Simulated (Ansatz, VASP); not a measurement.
One calculation of LiF, two programs

```xyz
2
Lattice="-0.0604 1.9838 1.9838 1.9838 -0.0604 1.9838 1.9838 1.9838 -0.0604" Properties=species:S:1:pos:R:3 pbc="T T T"
Li    0.0000    0.0000    0.0000
F     1.9536    1.9536    1.9536
```

Change from the starting cell: equal xy, yz and zx shear strains of -3 %, crystal datasets.

Alike in both runs: task electric field gradients; functional PBE; k mesh 10 × 10 × 10; occupations fermi-dirac, width 0.03 eV; no spin polarisation.

|  | VASP | Ansatz |
| --- | --- | --- |
| version | VASP 6.6.1 | Ansatz 0.2.0 |
| potentials or method | VASP PAW PBE potentials, release 64 (Li_sv, F), cutoff 520 eV | all-electron PAW with datasets made for the crystal, scalar-relativistic |

VASP gave:

```
gap on the k mesh at the Fermi level (eV)                      : 8.93
Vzz of the field gradient on the site that differs most (V/Å²) : -7.5
```

Task: Which values does Ansatz return?

Result: gap on the k mesh at the Fermi level (eV): 8.91; Vzz of the field gradient on the site that differs most (V/Å²): -7.4.

Ansatz ran all-electron here, so the differences hold the error of VASP's frozen core and of both bases.

 A k mesh can miss the band edges.
